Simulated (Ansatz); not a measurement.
## AlN: one atom moved along a line

These are results of DFT r2SCAN, scalar-relativistic, plane waves, PAW (Ansatz), not measurements. The runs took a 500 eV cutoff, a Γ-centred 6×6×6 mesh and Gaussian smearing (0.05 eV). No spin polarisation. Energies are free energies at this smearing, counted from the undisturbed cell; pressure is positive in compression.

Reference structure (as given, not relaxed at this level; it stands at 0.3 GPa; this zinc-blende form isn't the usual structure):

```
Al N
1.0
     4.36799    0.00000    0.00000
     0.00000   -4.36799    0.00000
     0.00000    0.00000   -4.36799
Al N
4 4
Cartesian
  0.0000 -2.1840 -2.1840
  2.1840 0.0000 -2.1840
  2.1840 -2.1840 0.0000
  0.0000 0.0000 0.0000
  3.2760 -3.2760 -3.2760
  1.0920 -1.0920 -3.2760
  1.0920 -3.2760 -1.0920
  3.2760 -1.0920 -1.0920
```

Atom 1 (Al) is moved by x along the Cartesian unit vector (0.707, 0.707, 0.000); the cell and all other atoms stay fixed.

```tsv
x (Å)	ΔE (meV/cell)
-0.3000	1026.5
-0.1000	108.7
0.0000	0.0
0.0500	27.1
0.1500	246.5
0.2000	443.0
0.2500	701.5
```

(1) Predict the gap on the mesh (eV) at each point.

Answers

(1)
| x (Å) | gap on the mesh (eV) |
| --- | --- |
| -0.3000 | 2.59 |
| -0.1000 | 3.57 |
| 0.0000 | 3.94 |
| 0.0500 | 3.77 |
| 0.1500 | 3.35 |
| 0.2000 | 3.11 |
| 0.2500 | 2.86 |